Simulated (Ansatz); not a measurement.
# Stress against strain in WC

```xyz
2
Lattice="2.9005 0.0000 0.0000 -1.4503 2.5119 0.0000 0.0000 0.0000 2.8290" Properties=species:S:1:pos:R:3 pbc="T T T"
W     0.0000    0.0000    0.0000
C     1.4503    0.8373    1.4145
```

Atoms are numbered in the order listed.

The cell comes from COD entry 2102244, which wasn't checked; take it as a given geometry.

Spin–orbit coupling is left out, though it moves levels of the heavy atoms by tenths of an eV or more.

All numbers below come from DFT, PBE, all-electron LAPW, scalar-relativistic (Ansatz 0.2.0).

Sampling and basis: a Γ-centred 13×13×12 k mesh, Fermi–Dirac smearing of 0.05 eV, basis error target 1 meV/atom, no spin polarisation.

The strain is applied along the Cartesian axes of the cell as listed (γ is the engineering shear, twice εxy = εyz = εzx). Fractional coordinates are held (clamped ions).

σ is the change of stress from the unstrained cell, which is at 8.47 GPa; tension is positive, so slopes are stress–strain coefficients at that pressure. In a metal the k mesh adds noise.

Only quantities that a quadratic follows smoothly over the whole series are listed; rougher ones are left out.

| γ | σxy (GPa) | σyz (GPa) |
| --- | --- | --- |
| -0.0300 | -7.98 | -9.91 |
| -0.0100 | -2.50 | -3.24 |
| 0.0000 | 0.00 | 0.00 |
| 0.0100 | 2.43 | 3.17 |
| 0.0200 | 4.87 | 6.25 |
| 0.0300 | 7.33 | 9.24 |

(1) Fit the series and read off the stiffness at zero strain.

(2) One run, at γ = -0.0200, is withheld. Predict its row.

Results:

(1) Least-squares fits y = p0 + p1 x + p2 x² to the rows give σxy (GPa): p1 = 254, p2 = -360; σyz (GPa): p1 = 319, p2 = -370.

(2) The fits give -5.23, -6.53; the run gave -5.16, -6.55.
